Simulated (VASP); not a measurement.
# Ir (P6_3/mmc) in VASP: a series of runs, part 2 of 2

VASP 6.6.1. Earlier steps stand in the parts before.

### 4 Single point, PBE

File INCAR:

```
SYSTEM = Ir
ADDGRID = .FALSE. ; ALGO = Normal
EDIFF = 1E-6 ; ENCUT = 460
GGA = PE ; ISIF = 2
ISMEAR = 0 ; LASPH = .TRUE.
LCHARG = .FALSE. ; LREAL = .FALSE.
LWAVE = .FALSE. ; NELM = 100
PREC = Accurate ; SIGMA = 0.2
```

File KPOINTS:

```
k-points
0
G
  4 4 3
  0 0 0
```

File POSCAR:

```
Ir
1.0
    2.7513778946      0.0000000000      0.0000000000
   -1.3756889473      2.3827631521      0.0000000000
    0.0000000000      0.0000000000      4.4622900000
Ir
2
Direct
    0.3333333333      0.6666666667      0.2500000000
    0.6666666667      0.3333333333      0.7500000000
```

Potentials or basis: VASP PAW PBE potentials, release 64 (Ir).

Command:

```bash
> cat potpaw_PBE.64/Ir/POTCAR > POTCAR
> mpirun -np 1 vasp_std > vasp.out
```

OUTCAR:

```text
SYSTEM = Ir
   EDIFF = 1E-6
   ENCUT = 460
   GGA = PE
   ISIF = 2
   ISMEAR = 0
   LASPH = .TRUE.
   LREAL = .FALSE.
   NELM = 100
   PREC = Accurate

 Found      8 irreducible k-points:

 Following reciprocal coordinates:
            Coordinates               Weight
  0.000000  0.000000  0.000000      1.000000
  0.250000  0.000000  0.000000      6.000000
  0.500000  0.000000  0.000000      3.000000
  0.250000  0.250000  0.000000      6.000000
  0.000000  0.000000  0.333333      2.000000
  0.250000  0.000000  0.333333     12.000000
   k-points           NKPTS =      8   k-points in BZ     NKDIM =      8   number of bands    NBANDS=     13
   number of dos      NEDOS =    301   number of ions     NIONS =      2
   total plane-waves  NPLWV =  12800
   dimension x,y,z NGX =    20 NGY =   20 NGZ =   32
   dimension x,y,z NGXF=    40 NGYF=   40 NGZF=   64
   ions per type =               2
   NGX,Y,Z   is equivalent  to a cutoff of  12.08, 12.08, 11.92 a.u.
   NGXF,Y,Z  is equivalent  to a cutoff of  24.17, 24.17, 23.84 a.u.
 SYSTEM =  Ir
   PREC   = accura    normal or accurate (medium, high low for compatibility)
   ISTART =      0    job   : 0-new  1-cont  2-samecut
   ICHARG =      2    charge: 1-file 2-atom 10-const
   ISPIN  =      1    spin polarized calculation?
   LNONCOLLINEAR =      F non collinear calculations
   LSORBIT =      F    spin-orbit coupling
   LASPH  =      T    aspherical Exc in radial PAW
   ENCUT  =  460.0 eV  33.81 Ry    5.81 a.u.   4.81  4.81  7.80*2*pi/ulx,y,z
   NELM   =    100;   NELMIN=  2; NELMDL= -5     # of ELM steps
   EDIFF  = 0.1E-05   stopping-criterion for ELM
[... 8 lines left out ...]
   TEBEG  =    0.0;   TEEND  =   0.0 temperature during run
   PSTRESS=    0.0 pullay stress
   NELECT =      18.0000    total number of electrons
   NUPDOWN=      -1.0000    fix difference up-down
   EMIN   =  10.00;   EMAX   =-10.00  energy-range for DOS
   EFERMI =   0.00;   METHOD = LEGACY
   ISMEAR =     0;   SIGMA  =   0.20  broadening in eV -4-tet -1-fermi 0-gaus
   EFERMI_NEDOS =   21; number of points for ismear=-14 and -15
   IALGO  =     38    algorithm
   IMIX   =      4    mixing-type and parameters
     AMIX     =   0.40;   BMIX     =  1.00
     AMIX_MAG =   1.60;   BMIX_MAG =  1.00
  volume/ion in A,a.u.               =      14.63        98.71
  Fermi-wavevector in a.u.,A,eV,Ry     =   1.392417  2.631287 26.379323  1.938826
  Thomas-Fermi vector in A             =   2.516162
   LORBIT       =      0    0 simple, 1 ext, 2 COOP (PROOUT), +10 PAW based schemes
   GGA     = PE    functional components
   LHFCALC =     F    Hartree Fock is set to
   AEXX    =    0.0000 exact exchange contribution
   IVDW    =     0    specifies the selected vdW correction
   LEPSILON=     F    determine dielectric tensor
   LRPA    =     F    only Hartree local field effects (RPA)
 non-spin polarized calculation
 Gauss-broadening in eV      SIGMA  =   0.20
  energy-cutoff  :      460.00
  volume of cell :       29.25
 maximum number of plane-waves:       668
 NGX is ok and might be reduce to    20
   NGX =  9   NGY =  9   NGZ = 15

 number of electron      18.0000001 magnetization

 Free energy of the ion-electron system (eV)
  ---------------------------------------------------
  ext. energy  EPLUGINS =         0.00000000
  ---------------------------------------------------
  free energy    TOTEN  =       -17.97952316 eV

  energy without entropy =      -17.92734291  energy(sigma->0) =      -17.95343303

 E-fermi :   9.9735     XC(G=0): -13.7824

 val. band max:        9.8174745886   @ k =   0.2500   0.2500   0.3333
 cond. band min:      10.0370774646   @ k =   0.0000   0.0000   0.3333
 fundamental gap:      0.2196028760
 Fermi energy:         9.9734698997

 k-point     1 :       0.0000    0.0000    0.0000
  band No.  band energies     occupation
      1      -0.9289      2.00000
      2       2.1120      2.00000
      3       6.2498      2.00000
      4       6.2653      2.00000
      5       6.2653      2.00000
      6       6.8891      2.00000
      7       6.8891      2.00000
      8       7.7271      2.00000
      9       7.7271      2.00000
     10       9.2390      2.00000
     11      10.2536      0.04761
     12      10.2536      0.04761
     13      16.7809      0.00000

 k-point     2 :       0.2500    0.0000    0.0000
  band No.  band energies     occupation
      1       1.1205      2.00000
      2       3.3343      2.00000
      3       5.0293      2.00000
      4       5.2395      2.00000
      5       6.1477      2.00000
      6       6.7588      2.00000
      7       7.2256      2.00000
      8       8.0623      2.00000
      9       8.0897      2.00000
     10       8.5719      2.00000
     11      10.7136      0.00000
     12      15.7904      0.00000
     13      16.4590      0.00000

 k-point     3 :       0.5000    0.0000    0.0000
  band No.  band energies     occupation
      1       2.6914      2.00000
      2       2.7936      2.00000
      3       3.3907      2.00000
      4       6.0572      2.00000
      5       6.5823      2.00000
      6       6.6693      2.00000
      7       7.1405      2.00000
      8      10.5986      0.00001
      9      10.9093      0.00000
     10      10.9914      0.00000
     11      12.8063      0.00000
     12      14.2071      0.00000
     13      17.9892      0.00000

 k-point     4 :       0.2500    0.2500    0.0000
  band No.  band energies     occupation
      1       3.6119      2.00000
      2       3.6853      2.00000
      3       4.3436      2.00000
      4       4.5611      2.00000
      5       5.7153      2.00000
      6       6.6356      2.00000
      7       7.0010      2.00000
      8       8.9120      2.00000
      9      10.4355      0.00109
     10      10.5307      0.00008
     11      12.4046      0.00000
     12      16.5413      0.00000
     13      18.1703      0.00000

 k-point     5 :       0.0000    0.0000    0.3333
  band No.  band energies     occupation
      1       0.1927      2.00000
      2       1.9534      2.00000
      3       5.8339      2.00000
      4       6.0613      2.00000
      5       6.0613      2.00000
      6       6.4298      2.00000
      7       6.4298      2.00000
      8       6.5912      2.00000
      9       8.7885      2.00000
     10       8.7885      2.00000
     11      10.0371      0.65287
     12      10.0371      0.65287
     13      21.3448      0.00000

 k-point     6 :       0.2500    0.0000    0.3333
  band No.  band energies     occupation
      1       1.8697      2.00000
      2       3.4114      2.00000
      3       4.4037      2.00000
      4       5.2582      2.00000
      5       5.7809      2.00000
      6       6.7497      2.00000
      7       7.0566      2.00000
      8       7.9125      2.00000
      9       8.8381      2.00000
     10       9.1509      2.00000
     11      10.1195      0.30169
     12      11.8760      0.00000
     13      20.9596      0.00000

 [... further k-points ...]
[... 5 lines left out ...]
  --------------------------------------------------------------------------------------
  -------------------------------------------------------------------------------------
  Total       -1.7754341     -1.7754341      1.1382586      0.0000000     -0.0000000      0.0000000
  in kB      -97.2358062    -97.2358062     62.3394018      0.0000000     -0.0000000      0.0000000
  external PRESSURE =     -44.0440702 kB  Pullay stress =       0.0000000 kB

 VOLUME and BASIS-vectors are now :
 -----------------------------------------------------------------------------
  energy-cutoff  :      460.00
  volume of cell :       29.25
      direct lattice vectors                 reciprocal lattice vectors
     2.751377895  0.000000000  0.000000000     0.363454254  0.209840411  0.000000000
    -1.375688947  2.382763152  0.000000000     0.000000000  0.419680823  0.000000000
     0.000000000  0.000000000  4.462290000     0.000000000  0.000000000  0.224100182

 POSITION                                       TOTAL-FORCE (eV/Angst)
 -----------------------------------------------------------------------------------
     -0.00000      1.58851      1.11557         0.000000     -0.000000      0.000000
      1.37569      0.79425      3.34672        -0.000000      0.000000      0.000000
 -----------------------------------------------------------------------------------
    total drift:                                0.000000     -0.000000     -0.000000

  FREE ENERGIE OF THE ION-ELECTRON SYSTEM (eV)
  ---------------------------------------------------
  free  energy   TOTEN  =       -17.9795231610 eV

  energy  without entropy=      -17.9273429052  energy(sigma->0) =      -17.95343303
```

stdout:

```text
POSCAR found type information on POSCAR Ir
 POSCAR found :  1 types and       2 ions
 scaLAPACK will be used
 LDA part: xc-table for (Slater+PW92), standard interpolation
 POSCAR, INCAR and KPOINTS ok, starting setup
 FFT: planning ... GRIDC
 FFT: planning ... GRID_SOFT
 FFT: planning ... GRID
 WAVECAR not read
 entering main loop
```

Wall time 5.7 s (1 thread of Intel Xeon Platinum 8375C at 2.90GHz (Ice Lake), shared host); peak memory 0.13 GiB.

These settings aren't checked as converged: the numbers below hold their error.

Results:

| Property | Result |
| --- | --- |
| Free energy | -17.9795 eV |
| Pressure | -4.4 GPa |
| Band gap on the k mesh | none (metal or under the smearing width) |

Caveat: the k mesh is coarse (spacing up to 0.66 Å⁻¹), so the values aren't converged.

### 5 Single point, PBE

INCAR is that of step 4.

KPOINTS is that of step 4.

File POSCAR:

```
Ir
1.0
    2.7513778946      0.0000000000      0.0000000000
   -1.3756889473      2.3827631521      0.0000000000
    0.0000000000      0.0000000000      4.4622900000
Ir
2
Direct
    0.3583140000      0.6617470000      0.2121330000
    0.6598720000      0.3587530000      0.7691070000
```

Command:

```bash
> cat potpaw_PBE.64/Ir/POTCAR > POTCAR
> mpirun -np 1 vasp_std > vasp.out
```

Wall time 15 s (1 thread of Intel Xeon Platinum 8375C at 2.90GHz (Ice Lake), shared host); peak memory 0.13 GiB.

These settings aren't checked as converged: the numbers below hold their error.

What came out:

```
Free energy            : -17.3807 eV
Pressure               : 9.5 GPa
Largest force          : 4.784 eV/Å
Band gap on the k mesh : none (metal or under the smearing width)
```

Caveat: the k mesh is coarse (spacing up to 0.66 Å⁻¹), so the values aren't converged.

### 6 Single point, PBE

Changes to INCAR since step 5:

```diff
@@ -2,3 +2,3 @@
 ADDGRID = .FALSE. ; ALGO = Normal
-EDIFF = 1E-6 ; ENCUT = 460
+EDIFF = 1E-6 ; ENCUT = 520
 GGA = PE ; ISIF = 2
```

KPOINTS is that of step 5.

File POSCAR:

```
Ir
1.0
    2.7513778946      0.0000000000      0.0000000000
   -1.3756889473      2.3827631521      0.0000000000
    0.0000000000      0.0000000000      4.4622900000
Ir
2
Direct
    0.3333333333      0.6666666667      0.2500000000
    0.6666666667      0.3333333333      0.7500000000
```

Potentials or basis: VASP PAW PBE potentials, release 64 (Ir).

Command:

```bash
> cat potpaw_PBE.64/Ir/POTCAR > POTCAR
> mpirun -np 1 vasp_std > vasp.out
```

It took 5.9 s on 1 thread of Intel Xeon Platinum 8375C at 2.90GHz (Ice Lake), shared host; peak memory 0.14 GiB.

The run converged, but some of its settings lie outside the range that counts as converged, so its numbers aren't taken as properties of the crystal.

Results:

- Free energy: -17.9801 eV
- Pressure: -4.4 GPa
- Band gap on the k mesh: none (metal or under the smearing width)

Caveat: the k mesh is coarse (spacing up to 0.66 Å⁻¹), so the values aren't converged.

### 7 For comparison

An earlier run on the cell as given: functional PBEsol; potentials or basis VASP PAW PBE potentials, release 64 (Ir); cutoff 520 eV; k mesh 11 × 11 × 6; occupations fermi-dirac, width 0.05 eV; no spin polarisation.

- Pressure: -11.6 GPa
- Band gap on the k mesh: none (metal or under the smearing width)
